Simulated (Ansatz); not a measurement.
# CdS (Hawleyite) (F-43m) in Ansatz: notebook

One crystal, CdS (Hawleyite), is run at these levels: RPBE, PBE; tasks: single point.

Program: Ansatz 0.2.0. These are calculated values, not measurements. Logs are shortened: lines on timing, memory, paths and dates and some standing lists are left out, and cuts for length are marked.

## Step 1: The crystal as given

It takes space group F-43m (No. 216, cubic). The conventional cell has a = 5.833 Å, b = 5.833 Å, c = 5.833 Å, α = 90.00°, β = 90.00°, γ = 90.00°. Cd (site symmetry -43m) has 4 S at 2.53 Å as nearest neighbours. S (site symmetry -43m) is surrounded by 4 Cd at 2.53 Å.

## Step 2: Single point, RPBE

Contents of input.yaml:

```yaml
crystal:
  lattice:
    - [0.0, 2.9165, 2.9165]
    - [2.9165, 0.0, 2.9165]
    - [2.9165, 2.9165, 0.0]
  atoms:
    - { symbol: Cd, position: [0.0, 0.0, 0.0] }
    - { symbol: S, position: [0.75, 0.75, 0.75] }
hamiltonian:
  xc: rpbe
  pseudopotentials: { kind: paw }
kpoints:
  mp_grid: { grid: [8, 8, 8] }
scf:
  occupations: { method: gaussian, width: 0.05 }
output:
  forces: true
  stress: true
  eigenvalues: true
```

Potentials or basis: Ansatz PAW.

Launch:

```
$ ansatz run input.yaml --threads 2 --pin off --max-ram 5632MiB --backend cpu --events-out ev --progress --plain --runs-dir out
```

The log of the run:

```text
Warning: RAYON_NUM_THREADS=2 ignored (pool sized by the plan → 2); use --threads N
Engine: ansatz 0.2.0, x86_64-unknown-linux-gnu
Pseudopotentials: kind: paw
Pseudopotential: Cd, paw, valence charge 20, recommended cutoff 420 eV (normal), Cd.paw.azcp
Pseudopotential: S, paw, valence charge 6, recommended cutoff 420 eV (normal), S.paw.azcp
Functional definition: RPBE
  parameter kappa = 0.804
  parameter beta = 0.06672455060314922
  exchange = rpbe_x(kappa = kappa, mu = beta*pi^2/3)
  correlation = pbe_c(beta = beta)
Crystal: 2 atoms, lattice volume = 49.615 Å³
Basis set: ecut = 420 eV, 941 PW (Γ), exchange–correlation on 60×60×60 points (8 copies of the dense FFT grid, shifted against one another)
Bands: 17, of which v1, the nominal top of the filled ones, is band 13 counted from 1 (12 counted from 0)
Symmetry: 24 space group operations
Space group: F-43m (ITA 216), of the structure as read, at distance tolerance 3.7e-5 Å
k-points: 29 of 512 (time reversal used)
Non-local potential: Cd, projectors of the file, l = 0: 3, l = 1: 2, l = 2: 2, l = 3: 1
Non-local potential: S, projectors of the file, l = 0: 2, l = 1: 2, l = 2: 2
PAW form: soft (Blöchl's): semilocal exchange-correlation on the pseudo side does not see the compensation charge
PAW frozen core: Cd, regenerated for the run's functional, and the local potential with it (the file was generated under x = pbe(κ = 0.804, μ = 0.2195149727645171), c = pbe(β = 0.06672455060314922))
PAW frozen core: S, regenerated for the run's functional, and the local potential with it (the file was generated under x = pbe(κ = 0.804, μ = 0.2195149727645171), c = pbe(β = 0.06672455060314922))
PAW one-centre angular grid: Cd, 590 points (default); XC on 64 Gauss nodes
PAW one-centre angular grid: S, 110 points (default); XC on 64 Gauss nodes
Initial density: superposition of atomic densities (neutral atoms: chi_scale 0, normalization atom), corrected by the library's trained network
Initial wavefunctions: pseudopotential atomic-orbital guess
Functional: x = rpbe, c = pbe(β = 0.06672455060314922)
SCF iter   1: F=—  HF=-9169.533797 eV  |F-HF|=—  |Δ(HF+E_count)|=         —  Δρ=3.63e-3  dr2=5.70e-3  ethr=1.77e-3  ⟨swp⟩=5.3  Hψ=2402  notcnv=0
preconditioner: auto → none  [insulator: Δε(μ)=1.342 eV  Ē_g=12.517 eV  σ=0.050 eV  W_gap=1.00  n_scr=14 (ndim 8)  ℏωp=22.4 eV  f_vac=0.128  D(μ)=0.00/eV (n_scr^D=0)  ε∞_Penn≈4.2]
SCF iter   2: F=—  HF=-9169.533338 eV  |F-HF|=—  |Δ(HF+E_count)|=   4.58e-4  Δρ=1.18e-3  dr2=3.85e-4  ethr=2.19e-5  ⟨swp⟩=2.6  Hψ=1125  notcnv=0
SCF iter   3: F=—  HF=-9169.533393 eV  |F-HF|=—  |Δ(HF+E_count)|=   5.45e-5  Δρ=5.22e-4  dr2=8.87e-5  ethr=1.48e-6  ⟨swp⟩=2.6  Hψ=885  notcnv=0
SCF iter   4: F=—  HF=-9169.533433 eV  |F-HF|=—  |Δ(HF+E_count)|=   4.04e-5  Δρ=1.44e-4  dr2=1.58e-5  ethr=3.41e-7  ⟨swp⟩=2.1  Hψ=693  notcnv=0
SCF iter   5: F=—  HF=-9169.533431 eV  |F-HF|=—  |Δ(HF+E_count)|=   1.78e-6  Δρ=2.01e-5  dr2=1.41e-7  ethr=6.08e-8  ⟨swp⟩=2.0  Hψ=754  notcnv=0
SCF iter   6: F=-9169.533432 eV  HF=-9169.533432 eV  |F-HF|=8.59e-10  |Δ(HF+E_count)|=   4.26e-7  Δρ=5.57e-6  dr2=1.36e-8  ethr=3.85e-10  ⟨swp⟩=6.0  Hψ=2242  notcnv=0
SCF 1 converged in 6 iterations: F = -9169.533432 eV  dr2 = 1.36e-8
SCF converged after 6 iterations
Free energy (F): -9169.533432 eV
Harris-Foulkes:  -9169.533432 eV  (|F-HF|=8.59e-10)
Internal energy: -9169.533432 eV  (E = F + TS)
E sigma→0 (E₀):  -9169.533432 eV
Fermi energy:    7.696491 eV
--- Per-component energies (eV) ---
  E_band       = -503.375450
  E_kinetic    = 612.181288
  E_local      = -4012.501672  (includes V_loc(G=0)·N_el)
  E_nonlocal   = 60.700109
  E_hartree    = 1845.117081
  E_xc         = -274.645169
  E_vxc        = -309.257537  (∫ρ·V_xc dr)
  E_paw        = -4695.255038  (= ΣΔE_a)
  E_vpaw       = -544.730436  (= ΣTr[D̂ρ^β])
  E_aug_tail   = 0.000016  (compensation charges beyond the density's cutoff)
  E_ewald      = -2704.981299
  E_core_change = -0.148748  (= ΣΔE_core)
  E_smearing   = -0.000000  (= −TS)
  E_closure    = -0.000000  (closes the sum)
  Σ components = -9169.533432   (vs F -9169.533432, Δ=0.00e0)
--- Forces (eV/Å), atoms counted from 1 ---
  atom   1  Cd    -0.00000000     0.00000000    -0.00000000
  atom   2  S      0.00000000    -0.00000000     0.00000000
  max |Σ_I F_I| component: 1.67e-16 eV/Å
--- Stress (GPa, compression-positive) ---
        5.087344       0.000000      -0.000000
        0.000000       5.087344       0.000000
       -0.000000       0.000000       5.087344
  P = ⅓ Tr σ = 5.0873 GPa (50.873 kbar)
--- Band table (eV; the first three rows and the last of 29) ---
  k-point 0: bands = ["-94.2729", "-55.3476", "-55.3476", "-55.3476", "-5.3114", "-0.6910", "-0.6910", "-0.6910", "-0.2128", "-0.2128", "7.0302", "7.0302", "7.0302", "8.3608", "13.6448", "13.6448", "13.6448"]
  k-point 1: bands = ["-94.2729", "-55.3477", "-55.3476", "-55.3476", "-5.2504", "-0.6686", "-0.6686", "-0.6355", "-0.2137", "-0.2137", "6.0489", "6.9099", "6.9099", "9.1595", "13.4104", "13.8412", "13.8412"]
  k-point 2: bands = ["-94.2729", "-55.3479", "-55.3477", "-55.3477", "-5.1025", "-0.6201", "-0.6201", "-0.4392", "-0.2083", "-0.2083", "4.5894", "6.6385", "6.6385", "9.9539", "13.4528", "14.1466", "14.1466"]
  k-point 28: bands = ["-94.2729", "-55.3481", "-55.3480", "-55.3478", "-4.7670", "-0.4577", "-0.4377", "-0.2507", "-0.2049", "0.4186", "3.1784", "4.8095", "4.8818", "12.5194", "12.6199", "14.3919", "15.2564"]
```

It took 2.4 s on 2 threads of Intel Xeon at 2.50GHz (Skylake/Cascade Lake), shared host; peak memory 0.34 GiB.

What came out:

```yaml
Free_energy: -9169.5334 eV
Pressure: 5.1 GPa
Band_gap_on_the_k_mesh: 1.33 eV, direct
```

Caveat: the PAW data sets come from PBE, with cores solved anew for the run's functional, which leaves a small shift of forces and pressure.

## Step 3: Single point, PBE

input.yaml: that of step 2 with these lines changed.

```diff
@@ -9,3 +9,3 @@
 hamiltonian:
-  xc: rpbe
+  xc: pbe
   pseudopotentials: { kind: paw }
@@ -14,3 +14,3 @@
 scf:
-  occupations: { method: gaussian, width: 0.05 }
+  occupations: { method: gaussian, width: 0.025 }
 output:
```

Potentials or basis: Ansatz PAW.

Launch:

```
$ ansatz run input.yaml --threads 2 --pin off --max-ram 5632MiB --backend cpu --events-out ev --progress --plain --runs-dir out
```

Wall time 1.9 s (2 threads of Intel Xeon at 2.50GHz (Skylake/Cascade Lake), shared host); peak memory 0.34 GiB.

It converged, with:

| Property | Result |
| --- | --- |
| Free energy | -9157.8078 eV |
| Pressure | 2.8 GPa |
| Band gap on the k mesh | 1.15 eV, direct |

Levels at points of the mesh, in eV from the valence-band top:
```csv
k point,band 11,band 12,band 13,band 14,band 15,band 16
"(0.00, 0.00, 0.00)",0.00,0.00,0.00,1.15,6.53,6.53
"(0.00, 0.00, -0.50)",-4.40,-0.75,-0.75,3.01,6.99,6.99
"(0.00, -0.50, -0.50)",-3.95,-1.88,-1.88,3.56,4.36,9.19
```
